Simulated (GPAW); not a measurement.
Runs of GPAW 26.7.0 on BAs. Symmetry: F-43m, No. 216, cubic system. Conventional cell: a = 4.777 Å, b = 4.777 Å, c = 4.777 Å, α = 90.00°, β = 90.00°, γ = 90.00°. Around As (site symmetry -43m) lie 4 B at 2.07 Å. B (site symmetry -43m) is surrounded by 4 As at 2.07 Å. 

| task | level | potentials or basis | spin | cell | k mesh | cutoff (eV) | smearing | hybrids on these orbitals | oneshot functional | response ecut | frequency | extrapolate | gap on the mesh (eV) | pressure (GPa) | V0 of scaled cells (Å³/atom) | relaxed volume (Å³/atom) | B0 (GPa) |
| --- | --- | --- | --- | --- | --- | --- | --- | --- | --- | --- | --- | --- | --- | --- | --- | --- | --- |
| one-shot levels of the hybrid HSE06 | LDA | the program's PAW data sets (release 1.2.1) made for this functional, pw | off | as given | 6 × 6 × 6 | 600 | fermi-dirac 0.05 eV | ["HSE06", "B3LYP", "YS-PBE0"] | HSE06 | - | - | - | 1.23 | -3.4 | - | - | - |
| band structure | LDA | JTH PAW 2.0, LDA, pw | off | as given | 8 × 8 × 8 | 800 | fermi-dirac 0.05 eV | - | - | - | - | - | (b) | -4.3 | - | - | - |
| band structure | revTPSS | GPAW PAW data sets (gpaw-data 1.2.1), pw | SOC, no magnetisation | as given | 8 × 8 × 8 | 800 | fermi-dirac 0.05 eV | - | - | - | - | - | 1.03 | 0.5 | - | - | - |
| relaxation of cell and atoms | PBEsol | PAW data sets generated in the run's folder for this functional, pw | off | relaxed | 10 × 10 × 10 | 800 | fermi-dirac 0.05 eV | - | - | - | - | - | 1.08 | -0.2 | - | 13.62 | - |
| single point | PBEsol | PAW data sets generated in the run's folder for this functional, pw | off | atoms moved at random, drawn with an rms of 0.05 Å | 10 × 10 × 10 | 800 | fermi-dirac 0.05 eV | - | - | - | - | - | 0.55 | 0.0 | - | - | - |
| equation of state | BP86+D3(BJ) | PAW data sets generated in the run's folder for this functional, pw | off | as given | 8 × 8 × 8 | 800 | fermi-dirac 0.05 eV | - | - | - | - | - | - | - | 13.28 | - | 146 |
| relaxation of cell and atoms | PBEsol+D3(BJ)+ATM | PAW data sets generated in the run's folder for this functional, pw | off | relaxed | 10 × 10 × 10 | 800 | fermi-dirac 0.05 eV | - | - | - | - | - | 1.06 | 0.1 | - | (a) | - |
| equation of state | BLYP+D3 | PAW data sets generated in the run's folder for this functional, pw | off | as given | 8 × 8 × 8 | 800 | fermi-dirac 0.05 eV | - | - | - | - | - | - | - | 14.06 | - | 123 |
| relaxation of cell and atoms | PBEsol+D4 | PAW data sets generated in the run's folder for this functional, pw | off | relaxed | 10 × 10 × 10 | 800 | fermi-dirac 0.05 eV | - | - | - | - | - | 1.06 | 0.0 | - | (c) | - |
| relaxation of cell and atoms | PBEsol+D3(BJ) | PAW data sets generated in the run's folder for this functional, pw | off | relaxed | 10 × 10 × 10 | 800 | fermi-dirac 0.05 eV | - | - | - | - | - | 1.06 | 0.1 | - | 13.28 | - |

Problem. Estimate the missing entries.

Solution. (a) 13.33; (b) 1.15; (c) 13.36.

Caveats: later steps reuse the first step's grids (some runs); the cutoff is short for stress and forces, so pressures can be off by a GPa or more (some runs); energy and the plain gap are those of the semilocal run (some runs); the hybrids' values are one shot on its orbitals and mesh (some runs); the program truncates these outside data sets (some runs); spin-orbit coupling was added after a scalar SCF, so levels and gaps hold it while energy, forces, pressure and moments don't (some runs); this program's spin-orbit splittings come out too wide for heavy elements (some runs).

A k mesh can miss the band edges, and rows without SOC leave out spin-orbit coupling on As.

The runs don't all hold the same shells in valence.

Runs at the PBE level aren't shown here.
